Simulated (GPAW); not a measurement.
# B/Rh(110): work function by functional and basis

How far do functional and basis move the work function of B/Rh(110)?

Method: GPAW, PAW setups; slab in vacuum, relaxation, in the first sound run; inputs show where later runs differ, in GPAW 26.7.0.

## (1) The starting structure

The cell holds 6 atoms: 5 Rh and 1 B. Cell: a = 3.800 Å, b = 2.687 Å, c = 25.634 Å, α = 90.0°, β = 90.0°, γ = 90.0°. Vacuum lies along c.

## (2) Relaxing the atoms

Forces are removed first; all later runs use this geometry. The lowest 3 atoms are held at bulk positions and keep their forces.

Input file run.py:

```python
import json
import numpy as np
from ase import Atoms
from ase.constraints import FixAtoms
from ase.optimize import BFGS
from gpaw import GPAW, PW

slab = Atoms(
    ['Rh', 'Rh', 'Rh', 'Rh', 'Rh', 'B'],
    positions=[
        [0.00000, 0.00000, 9.00000],
        [1.90000, 1.34350, 10.34350],
        [0.00000, 0.00000, 11.68701],
        [1.90000, 1.34350, 13.03051],
        [0.00000, 0.00000, 14.37401],
        [0.00000, 0.00000, 16.63401]],
    cell=[[3.8, 0.0, 0.0], [0.0, 2.68701, 0.0], [0.0, 0.0, 25.63401]],
    pbc=[True, True, False])

slab.calc = GPAW(mode=PW(500), xc='PBE', kpts={'size': (8, 12, 1), 'gamma': True},
                 occupations={'name': 'fermi-dirac', 'width': 0.1}, nbands='200%',
                 convergence={'density': 1e-05}, maxiter=200,
                 poissonsolver={'dipolelayer': 'xy'},
                 symmetry={'tolerance': 1e-3, 'extra_ids': [1, 1, 1, 0, 0, 0]}, txt='slab.txt')
result = {}
slab.set_constraint(FixAtoms([0, 1, 2]))
path = []
opt = BFGS(slab, maxstep=0.2)
opt.attach(lambda: path.append((slab.get_potential_energy(), slab.positions.tolist(), slab.get_forces().tolist())))
result['relaxed'] = bool(opt.run(fmax=0.03, steps=40))
result['path'] = path
energy = slab.get_potential_energy()
fermi = slab.calc.get_fermi_level()
v = slab.calc.get_electrostatic_potential().mean((0, 1)) - fermi
n = slab.calc.get_pseudo_density().mean((0, 1))
L = slab.cell[2, 2]
z = np.arange(len(v)) * L / len(v)
low, high = slab.positions[:, 2].min(), slab.positions[:, 2].max()
below, above = np.interp([low - 6.8, high + 6.8], z, v)
slopes = [np.interp(x, z, np.gradient(v, z)) for x in (low - 6.8, high + 6.8)]
eps = np.array([[slab.calc.get_eigenvalues(k, s) for k in range(len(slab.calc.get_ibz_k_points()))]
                for s in range(slab.calc.get_number_of_spins())]) - fermi
top, bottom = eps[eps < 0].max(), eps[eps > 0].min()
dipole = slab.get_dipole_moment()[2]
print(f'energy {energy:.4f} eV, Fermi level {fermi:.4f} eV, dipole {dipole:.5f} e A')
print(f'potential 6.8 A off the faces, from the Fermi level: lower {below:.4f} eV, upper {above:.4f} eV')
print(f'slope of the potential there: lower {slopes[0]:.5f}, upper {slopes[1]:.5f} eV/A')
print(f'nearest levels on the mesh: {top:.4f} and {bottom:.4f} eV')
print('magnetic moment', round(slab.get_magnetic_moment(), 3))
result.update(energy=energy, fermi=fermi, dipole=dipole, below=below, above=above, slopes=slopes, edges=[top, bottom],
              z=z.tolist(), v=v.tolist(), n=n.tolist(), positions=slab.positions.tolist(),
              forces=slab.get_forces(apply_constraint=False).tolist(), moments=slab.get_magnetic_moments().tolist())
json.dump(result, open('result.json', 'w'))
```

Launch:

```console
$ OMP_NUM_THREADS=1 OPENBLAS_NUM_THREADS=1 python run.py
```

The log of the run:

```text
Step          Energy          fmax
BFGS:    0      -37.429705        2.685745
BFGS:    1      -37.632710        2.612462
BFGS:    2      -38.280335        1.086919
BFGS:    3      -38.280815        0.940964
BFGS:    4      -38.301641        0.471033
BFGS:    5      -38.310847        0.455471
BFGS:    6      -38.322439        0.482790
BFGS:    7      -38.328666        0.218472
BFGS:    8      -38.329551        0.122640
BFGS:    9      -38.330337        0.155689
BFGS:   10      -38.331789        0.234933
BFGS:   11      -38.333392        0.237453
BFGS:   12      -38.335507        0.124303
BFGS:   13      -38.335859        0.042808
BFGS:   14      -38.335907        0.002363
energy -38.1898 eV, Fermi level -0.3237 eV, dipole -0.06824 e A
potential 6.8 A off the faces, from the Fermi level: lower 4.5240 eV, upper 5.7275 eV
slope of the potential there: lower 0.00009, upper -0.00009 eV/A
nearest levels on the mesh: -0.0041 and 0.0008 eV
magnetic moment 0.0
```

It took 88 min on 1 thread of Intel Xeon Platinum 8488C (Sapphire Rapids), shared host; peak memory 0.56 GiB.

Step by step:

```tsv
step	energy less that of the first step (eV)	largest force (eV/Å)
1	0.0000	2.6857
2	-0.2047	2.6125
3	-0.8577	1.0869
4	-0.8582	0.9410
5	-0.8795	0.4710
6	-0.8894	0.4555
7	-0.9022	0.4828
8	-0.9096	0.2185
9	-0.9106	0.1226
10	-0.9114	0.1557
11	-0.9129	0.2349
12	-0.9145	0.2375
13	-0.9167	0.1243
14	-0.9171	0.0428
15	-0.9171	0.0024
```

The atoms that moved most (Å):

```tsv
atom	dx	dy	dz	length
B6	0.000	0.000	-0.317	0.317
Rh5	0.000	0.000	0.123	0.123
Rh4	0.000	0.000	0.102	0.102
```

Final coordinates:

```
Rh B
1.0
     3.80000    0.00000    0.00000
     0.00000    2.68701    0.00000
     0.00000    0.00000   25.63401
Rh B
5 1
Direct
  0.00000 0.00000 0.35110
  0.50000 0.50000 0.40351
  0.00000 0.00000 0.45592
  0.50000 0.50000 0.51229
  0.00000 0.00000 0.56555
  0.00000 0.00000 0.63653
```

Numbers from this step:

* dipole along the normal: -0.06824 e·Å
* levels nearest the Fermi level on the mesh: -0.004118, 7.56e-4 eV from the Fermi level
* upper work function: 5.728 eV
* lower work function: 4.524 eV

The electrostatic potential energy of an electron (without an applied field's), less the Fermi level, planar mean oscillates, so the rows of the table below give means over windows of 1.42 Å about each position, cut where the curve ends. Its maxima inside the range that stand out by 2 % of the span (Å: eV): 9.7: -7.77, 11.0: -8.14, 12.4: -6.40, 13.9: -7.54, 15.6: 1.96, 20.9: 5.73. Its minima: 9.0: -14.5, 10.3: -15.5, 11.7: -15.2, 13.1: -15.2, 14.4: -14.4, 16.3: -5.66.

The electrostatic potential energy of an electron (without an applied field's), less the Fermi level, planar mean by z; means over each step:

```tsv
z (Å)	electrostatic potential energy of an electron (without an applied field's), less the Fermi level, planar mean (eV)
0.71	4.60
2.13	4.52
3.55	4.52
4.97	4.52
6.39	4.46
7.81	1.75
9.23	-10.6
10.65	-11.7
12.07	-10.7
13.49	-11.2
14.91	-6.68
16.33	-1.42
17.75	4.99
19.17	5.71
20.59	5.73
22.01	5.73
23.43	5.73
24.85	5.68
```

The pseudo valence density, planar mean oscillates, so the rows of the table below give means over windows of 1.33 Å about each position, cut where the curve ends. Its maxima inside the range that stand out by 2 % of the span (Å: e/Å³): 8.9: 1.59, 10.3: 1.62, 11.8: 1.61, 13.1: 1.66, 14.4: 1.61. Its minima: 9.7: 0.617, 11.0: 0.611, 12.3: 0.545, 13.9: 0.597.

Pseudo valence density, planar mean against z; means over each step:

```tsv
z (Å)	pseudo valence density, planar mean (e/Å³)
4.66	3.0e-5
5.99	8.4e-4
7.32	0.0284
8.64	0.861
9.98	1.09
11.30	1.08
12.64	0.998
13.96	1.05
15.30	0.473
16.62	0.141
17.95	0.0163
19.29	4.3e-4
20.62	1.0e-5
```

The relaxation lowered the energy of the cell by 0.917 eV (energies extrapolated to zero smearing; the optimiser's log prints free energies). The largest force left on a free atom is 0.0024 eV/Å.

## (3) The slab's potential

With the geometry fixed, the planar mean of the potential gives the vacuum level on each side.

This step: GPAW, PAW setups; slab in vacuum (GPAW 26.7.0).

run.py, as its differences from that of step 2:

```diff
@@ -3,4 +3,2 @@
 from ase import Atoms
-from ase.constraints import FixAtoms
-from ase.optimize import BFGS
 from gpaw import GPAW, PW
@@ -13,5 +11,5 @@
         [0.00000, 0.00000, 11.68701],
-        [1.90000, 1.34350, 13.03051],
-        [0.00000, 0.00000, 14.37401],
-        [0.00000, 0.00000, 16.63401]],
+        [1.90000, 1.34350, 13.13208],
+        [0.00000, 0.00000, 14.49722],
+        [-0.00000, -0.00000, 16.31685]],
     cell=[[3.8, 0.0, 0.0], [0.0, 2.68701, 0.0], [0.0, 0.0, 25.63401]],
@@ -23,10 +21,4 @@
                  poissonsolver={'dipolelayer': 'xy'},
-                 symmetry={'tolerance': 1e-3, 'extra_ids': [1, 1, 1, 0, 0, 0]}, txt='slab.txt')
+                 symmetry={'tolerance': 1e-3}, txt='slab.txt')
 result = {}
-slab.set_constraint(FixAtoms([0, 1, 2]))
-path = []
-opt = BFGS(slab, maxstep=0.2)
-opt.attach(lambda: path.append((slab.get_potential_energy(), slab.positions.tolist(), slab.get_forces().tolist())))
-result['relaxed'] = bool(opt.run(fmax=0.03, steps=40))
-result['path'] = path
 energy = slab.get_potential_energy()
```

The log of the run:

```text
energy -38.1898 eV, Fermi level -0.3238 eV, dipole -0.06787 e A
potential 6.8 A off the faces, from the Fermi level: lower 4.5246 eV, upper 5.7277 eV
slope of the potential there: lower 0.00005, upper -0.00004 eV/A
nearest levels on the mesh: -0.0041 and 0.0007 eV
magnetic moment 0.0
```

The job ended after 6.4 min (1 thread; peak memory 0.56 GiB).

Numbers from this step:

| Item | Value |
| --- | --- |
| dipole along the normal | -0.06787 e·Å |
| levels nearest the Fermi level on the mesh | -0.004092, 7.11e-4 eV from the Fermi level |
| lower work function | 4.525 eV |

The electrostatic potential energy of an electron (without an applied field's), less the Fermi level, planar mean oscillates, so the rows of the table below give means over windows of 1.42 Å about each position, cut where the curve ends. Its maxima inside the range that stand out by 2 % of the span (Å: eV): 9.7: -7.77, 11.0: -8.14, 12.4: -6.40, 13.9: -7.54, 15.6: 1.96, 21.3: 5.73. Its minima: 9.0: -14.5, 10.3: -15.5, 11.7: -15.2, 13.1: -15.2, 14.4: -14.4, 16.3: -5.66.

Table of electrostatic potential energy of an electron (without an applied field's), less the Fermi level, planar mean by z; means over each step:

(Unchanged from step 2.)

The pseudo valence density, planar mean oscillates, so the rows of the table below give means over windows of 1.33 Å about each position, cut where the curve ends. Its maxima inside the range that stand out by 2 % of the span (Å: e/Å³): 8.9: 1.59, 10.3: 1.62, 11.8: 1.61, 13.1: 1.66, 14.4: 1.61. Its minima: 9.7: 0.617, 11.0: 0.611, 12.3: 0.545, 13.9: 0.597.

Pseudo valence density, planar mean against z; means over each step:

```tsv
z (Å)	pseudo valence density, planar mean (e/Å³)
4.66	3.0e-5
5.99	8.4e-4
7.32	0.0284
8.64	0.861
9.98	1.09
11.30	1.08
12.64	0.998
13.96	1.05
15.30	0.473
16.62	0.141
17.95	0.0163
19.29	4.3e-4
20.62	1.0e-5
```

Force by atom:

```tsv
atom	x (eV/Å)	y (eV/Å)	z (eV/Å)	size
Rh1	0.000	0.000	0.694	0.694
Rh2	0.000	0.000	-0.454	0.454
Rh3	0.000	0.000	-0.242	0.242
Rh4	0.000	0.000	0.000	0.000
Rh5	0.000	0.000	-0.003	0.003
B6	0.000	0.000	0.001	0.001
```

The potential is flat to 5.1e-5 eV/Å where it is read, so the vacuum is wide enough.

## (4) Self-consistent run: xc = "vdW-DF2"

The same geometry under vdW-DF2, to see how far the functional moves the levels against the vacuum (the van der Waals functionals take revPBE setups).

run.py, as its differences from that of step 3:

```diff
@@ -17,3 +17,3 @@
 
-slab.calc = GPAW(mode=PW(500), xc='PBE', kpts={'size': (8, 12, 1), 'gamma': True},
+slab.calc = GPAW(mode=PW(500), xc='vdW-DF2', kpts={'size': (8, 12, 1), 'gamma': True},
                  occupations={'name': 'fermi-dirac', 'width': 0.1}, nbands='200%',
```

The log of the run:

```text
energy -484.2838 eV, Fermi level -0.5431 eV, dipole -0.06560 e A
potential 6.8 A off the faces, from the Fermi level: lower 4.9554 eV, upper 6.1183 eV
slope of the potential there: lower 0.00002, upper -0.00003 eV/A
nearest levels on the mesh: -0.0044 and 0.0092 eV
magnetic moment 0.0
```

It took 6.6 min on 1 thread; peak memory 0.74 GiB.

This step gave:

```yaml
dipole_along_the_normal: -0.06560 e·Å
levels_nearest_the_fermi_level_on_the_mesh: -0.004431, 0.009214 eV from the Fermi level
upper_work_function: 6.118 eV
lower_work_function: 4.955 eV
```

The electrostatic potential energy of an electron (without an applied field's), less the Fermi level, planar mean oscillates, so the rows of the table below give means over windows of 1.42 Å about each position, cut where the curve ends. Its maxima inside the range that stand out by 2 % of the span (Å: eV): 9.7: -7.95, 11.0: -8.32, 12.4: -6.62, 13.9: -7.73, 15.6: 1.80. Its minima: 9.0: -14.6, 10.3: -15.6, 11.7: -15.4, 13.1: -15.3, 14.4: -14.5, 16.3: -5.51.

Table of electrostatic potential energy of an electron (without an applied field's), less the Fermi level, planar mean by z; means over each step:

z (Å), electrostatic potential energy of an electron (without an applied field's), less the Fermi level, planar mean (eV) and a bar from the least value:
```
     0.71        5.0 ############################
     2.13        5.0 ############################
     3.55        5.0 ############################
     4.97        5.0 ############################
     6.39        4.9 ############################
     7.81        1.9 #######################
     9.23      -10.7 ##
    10.65      -11.9 
    12.07      -10.9 ##
    13.49      -11.4 #
    14.91       -6.8 ########
    16.33       -1.3 ##################
    17.75        5.3 #############################
    19.17        6.1 ##############################
    20.59        6.1 ##############################
    22.01        6.1 ##############################
    23.43        6.1 ##############################
    24.85        6.1 ##############################
```

The pseudo valence density, planar mean oscillates, so the rows of the table below give means over windows of 1.33 Å about each position, cut where the curve ends. Its maxima inside the range that stand out by 2 % of the span (Å: e/Å³): 8.9: 1.59, 10.3: 1.62, 11.8: 1.61, 13.1: 1.66, 14.4: 1.62. Its minima: 9.7: 0.614, 11.0: 0.610, 12.3: 0.543, 13.9: 0.595.

The pseudo valence density, planar mean by z; means over each step:

```tsv
z (Å)	pseudo valence density, planar mean (e/Å³)
4.66	4.5e-5
5.99	0.00108
7.32	0.0294
8.64	0.860
9.98	1.09
11.30	1.09
12.64	0.998
13.96	1.05
15.30	0.470
16.62	0.143
17.95	0.0165
19.29	4.9e-4
20.62	1.5e-5
```

Force by atom:

```tsv
atom	x (eV/Å)	y (eV/Å)	z (eV/Å)	size
Rh1	0.000	0.000	-0.725	0.725
Rh2	0.000	0.000	-0.853	0.853
Rh3	0.000	0.000	-0.105	0.105
Rh4	0.000	0.000	0.366	0.366
Rh5	0.000	0.000	0.892	0.892
B6	0.000	0.000	0.430	0.430
```

The upper face's work function is 6.118 eV, against 5.728 eV in the first plane-wave PBE run at this geometry.

## (5) Self-consistent run: xc = "RPBE"

The same geometry under RPBE, to see how far the functional moves the levels against the vacuum.

run.py, as its differences from that of step 4:

```diff
@@ -17,3 +17,3 @@
 
-slab.calc = GPAW(mode=PW(500), xc='vdW-DF2', kpts={'size': (8, 12, 1), 'gamma': True},
+slab.calc = GPAW(mode=PW(500), xc='RPBE', kpts={'size': (8, 12, 1), 'gamma': True},
                  occupations={'name': 'fermi-dirac', 'width': 0.1}, nbands='200%',
```

The log of the run:

```text
energy -34.9727 eV, Fermi level -0.2093 eV, dipole -0.07359 e A
potential 6.8 A off the faces, from the Fermi level: lower 4.3436 eV, upper 5.6480 eV
slope of the potential there: lower 0.00005, upper -0.00005 eV/A
nearest levels on the mesh: -0.0010 and 0.0126 eV
magnetic moment 0.0
```

It took 7.2 min on 1 thread; peak memory 0.55 GiB.

This step gave:

| Quantity | Value |
| --- | --- |
| dipole along the normal | -0.07359 e·Å |
| levels nearest the Fermi level on the mesh | -9.62e-4, 0.01261 eV from the Fermi level |
| upper work function | 5.648 eV |
| lower work function | 4.344 eV |

The electrostatic potential energy of an electron (without an applied field's), less the Fermi level, planar mean oscillates, so the rows of the table below give means over windows of 1.42 Å about each position, cut where the curve ends. Its maxima inside the range that stand out by 2 % of the span (Å: eV): 9.7: -7.85, 11.0: -8.22, 12.4: -6.49, 13.9: -7.63, 15.6: 1.83, 21.3: 5.65. Its minima: 9.0: -14.6, 10.3: -15.5, 11.7: -15.3, 13.1: -15.2, 14.4: -14.4, 16.3: -5.77.

The electrostatic potential energy of an electron (without an applied field's), less the Fermi level, planar mean by z; means over each step:

```tsv
z (Å)	electrostatic potential energy of an electron (without an applied field's), less the Fermi level, planar mean (eV)
0.71	4.43
2.13	4.34
3.55	4.34
4.97	4.34
6.39	4.27
7.81	1.59
9.23	-10.7
10.65	-11.8
12.07	-10.8
13.49	-11.3
14.91	-6.77
16.33	-1.53
17.75	4.91
19.17	5.63
20.59	5.65
22.01	5.65
23.43	5.65
24.85	5.60
```

The upper face's work function is 5.648 eV, against 5.728 eV in the first plane-wave PBE run at this geometry.

## (6) Self-consistent run: xc = "LDA"

The same geometry under LDA, to see how far the functional moves the levels against the vacuum.

run.py, as its differences from that of step 5:

```diff
@@ -17,3 +17,3 @@
 
-slab.calc = GPAW(mode=PW(500), xc='RPBE', kpts={'size': (8, 12, 1), 'gamma': True},
+slab.calc = GPAW(mode=PW(500), xc='LDA', kpts={'size': (8, 12, 1), 'gamma': True},
                  occupations={'name': 'fermi-dirac', 'width': 0.1}, nbands='200%',
```

The log of the run:

```text
energy -45.0303 eV, Fermi level -0.6020 eV, dipole -0.05588 e A
potential 6.8 A off the faces, from the Fermi level: lower 4.9103 eV, upper 5.9012 eV
slope of the potential there: lower 0.00005, upper -0.00004 eV/A
nearest levels on the mesh: -0.0045 and 0.0042 eV
magnetic moment 0.0
```

Elapsed: 6.3 min, on 1 thread; peak memory 0.55 GiB.

Numbers from this step:

- dipole along the normal: -0.05588 e·Å
- levels nearest the Fermi level on the mesh: -0.004523, 0.004190 eV from the Fermi level
- upper work function: 5.901 eV
- lower work function: 4.910 eV

The electrostatic potential energy of an electron (without an applied field's), less the Fermi level, planar mean oscillates, so the rows of the table below give means over windows of 1.42 Å about each position, cut where the curve ends. Its maxima inside the range that stand out by 2 % of the span (Å: eV): 9.7: -7.44, 11.0: -7.81, 12.4: -6.06, 13.9: -7.22, 15.6: 2.27. Its minima: 9.0: -14.3, 10.3: -15.2, 11.7: -15.0, 13.1: -14.9, 14.4: -14.1, 16.3: -5.47.

Electrostatic potential energy of an electron (without an applied field's), less the Fermi level, planar mean against z; means over each step:

```tsv
z (Å)	electrostatic potential energy of an electron (without an applied field's), less the Fermi level, planar mean (eV)
0.71	4.98
2.13	4.91
3.55	4.91
4.97	4.91
6.39	4.85
7.81	2.12
9.23	-10.3
10.65	-11.4
12.07	-10.4
13.49	-10.9
14.91	-6.38
16.33	-1.22
17.75	5.15
19.17	5.89
20.59	5.90
22.01	5.90
23.43	5.90
24.85	5.86
```

The upper face's work function is 5.901 eV, against 5.728 eV in the first plane-wave PBE run at this geometry.

## (7) Self-consistent run: xc = "revPBE"

The same geometry under revPBE, to see how far the functional moves the levels against the vacuum.

run.py, as its differences from that of step 6:

```diff
@@ -17,3 +17,3 @@
 
-slab.calc = GPAW(mode=PW(500), xc='LDA', kpts={'size': (8, 12, 1), 'gamma': True},
+slab.calc = GPAW(mode=PW(500), xc='revPBE', kpts={'size': (8, 12, 1), 'gamma': True},
                  occupations={'name': 'fermi-dirac', 'width': 0.1}, nbands='200%',
```

The log of the run:

```text
energy -35.5990 eV, Fermi level -0.2233 eV, dipole -0.07233 e A
potential 6.8 A off the faces, from the Fermi level: lower 4.3623 eV, upper 5.6444 eV
slope of the potential there: lower 0.00005, upper -0.00005 eV/A
nearest levels on the mesh: -0.0005 and 0.0121 eV
magnetic moment 0.0
```

It took 6.9 min on 1 thread; peak memory 0.56 GiB.

Numbers from this step:

| Item | Value |
| --- | --- |
| dipole along the normal | -0.07233 e·Å |
| levels nearest the Fermi level on the mesh | -5.15e-4, 0.01210 eV from the Fermi level |
| upper work function | 5.644 eV |
| lower work function | 4.362 eV |

The electrostatic potential energy of an electron (without an applied field's), less the Fermi level, planar mean oscillates, so the rows of the table below give means over windows of 1.42 Å about each position, cut where the curve ends. Its maxima inside the range that stand out by 2 % of the span (Å: eV): 9.7: -7.83, 11.0: -8.20, 12.4: -6.46, 13.9: -7.60, 15.6: 1.86, 21.3: 5.64. Its minima: 9.0: -14.6, 10.3: -15.5, 11.7: -15.3, 13.1: -15.2, 14.4: -14.4, 16.3: -5.75.

The electrostatic potential energy of an electron (without an applied field's), less the Fermi level, planar mean by z; means over each step:

```tsv
z (Å)	electrostatic potential energy of an electron (without an applied field's), less the Fermi level, planar mean (eV)
0.71	4.45
2.13	4.36
3.55	4.36
4.97	4.36
6.39	4.29
7.81	1.62
9.23	-10.7
10.65	-11.7
12.07	-10.8
13.49	-11.3
14.91	-6.75
16.33	-1.51
17.75	4.92
19.17	5.63
20.59	5.64
22.01	5.64
23.43	5.64
24.85	5.59
```

The upper face's work function is 5.644 eV, against 5.728 eV in the first plane-wave PBE run at this geometry.

[end of part 1 of 2]

[Logs are printed without paths, hosts, clocks, repeated set-up lines and the standing remarks that a program may print on its own settings, such as how far it seeks lower states.]

[Hosts, paths, dates, database ids (printed as entryN), source tags and the programs' standing remarks are cut or masked in the printed files.]
